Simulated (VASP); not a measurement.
Wanted: the native input for a VASP 6.6.1 run.

- Task: single point
- Functional: LDA
- Potentials or basis: VASP PAW LDA potentials, release 64 (Ag)
- Cutoff: 520 eV
- k mesh: 9 × 9 × 13
- Occupations: fermi-dirac, width 0.1 eV
- Spin: no spin polarisation
- Dipole correction: no
- Further INCAR settings: ALGO = Normal; EDIFF = 1e-06; NBANDS = 24

The structure of Ag lies in POSCAR:

```
Ag
1.0
    4.6158918673      0.0000000000      0.0000000000
   -2.3079459336      3.9974796182      0.0000000000
    0.0000000000      0.0000000000      2.7644274508
Ag
3
Direct
    0.0000000000      0.0000000000      0.0000000000
    0.3333333333      0.6666666667      0.5000000000
    0.6666666667      0.3333333333      0.5000000000
```

This isn't the form of Ag at room conditions, which is fcc.

The input as run:

INCAR

```
SYSTEM = Ag
ALGO = Normal
EDIFF = 1E-6
ENCUT = 520
ISIF = 2
ISMEAR = -1
LASPH = .True.
LCHARG = .True.
LELF = .True.
LREAL = .False.
LVHAR = .True.
LWAVE = .False.
NBANDS = 24
NELM = 60
PREC = Accurate
SIGMA = 0.1
```

KPOINTS

```
k-points
0
Gamma
  9 9 13
  0 0 0
```

Potentials or basis: VASP PAW LDA potentials, release 64 (Ag).

Run with:

```sh
$ cat potpaw_LDA.64/Ag/POTCAR > POTCAR
$ mpirun -np 1 vasp_std > vasp.out
```

Results of the run:

* Pressure: -4.5 GPa
* Band gap on the k mesh: none (metal or under the smearing width)

Wall time 50 s on 1 thread of Intel(R) Xeon(R) Platinum 8488C (Sapphire Rapids) (shared host), peak memory 0.2 GiB.
